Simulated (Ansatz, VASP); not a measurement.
## Na: VASP beside Ansatz

```xyz
2
Lattice="3.9767 0.0000 0.0000 -1.9883 3.4439 0.0000 0.0000 0.0000 5.5221" Properties=species:S:1:pos:R:3 pbc="T T T"
Na    0.0000    2.2959    1.3805
Na    1.9883    1.1480    4.1416
```

Alike in both runs: task single point; functional LDA; k mesh 18 × 18 × 10; occupations gaussian, width 0.15 eV; no spin polarisation.

```csv
,VASP,Ansatz
version,VASP 6.6.1,Ansatz 0.2.0
potentials or method,"VASP PAW LDA potentials, release 64 (Na_pv)","scalar-relativistic, plane waves, PAW"
plane-wave cutoff (eV),520,420
valence electrons in the cell,14,18
```

|  | VASP | Ansatz | Ansatz less VASP |
| --- | --- | --- | --- |
| gap on the k mesh at the Fermi level (eV) | none | none | - |
| pressure (GPa) | -0.8 | -0.8 | -0.04 |
| largest component of the traceless stress (GPa) | 0.76 | 0.76 | 0.000 |

A gap of «none» marks a metal or a gap that the smearing closes. The two sets of potentials don't hold the same shells in valence.
